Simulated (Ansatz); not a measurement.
## Sb: energy along a strain

Sb, Pm-3m, a = 3.160 Å (as given, not relaxed at this level: -2.5 GPa). This isn't the element's structure at ambient conditions. Ansatz: PBE, PAW, 420 eV, Γ-centred 16×16×16 mesh on 1 atom, Gaussian smearing 0.15 eV; no spin polarisation. Cell vectors (Å): 3.160 0.000 0.000; 0.000 3.160 0.000; 0.000 0.000 3.160. The cell is strained by x per cent times the pattern (0 1 0 0 0 0) in the order xx yy zz yz xz xy (engineering shears), with fractional coordinates held. y is the free energy over the start, V0 = 31.554 Å³/atom.

```
x (%) y (meV/atom)
-6.00             ?
-4.50          0.86
-3.00         -4.95
 0.00          0.00
 1.50          9.53
 3.00         22.89
 4.50         39.38
 6.00         58.43
```

**Question.** Fit y = c1 x + c2 x² + c3 x³ to the other rows, get the stiffness along the pattern, and predict the missing energy.

**Answer.** Least squares on the rows shown. y = 4.9301 x + 0.99409 x² − 0.032118 x³. The clamped-ion stiffness p·C·p = 2 × 9.941 eV × 160.2 / 31.554 Å³ = 101 GPa, which is C22 in these axes (C11 of the cubic crystal) (second derivative at the start, which stands under stress). At x = -6.00 the fit asked for gives 13.14 meV/atom. The run gave 14.29 meV/atom, so the fit is 1.15 meV/atom too low, 1.8 % of the span of the series, against an rms of 0.02 meV/atom on the fitted rows. The row lies outside the fitted range. With a term in x⁴ added, a fit to the same known rows predicts 13.04 meV/atom, no real gain.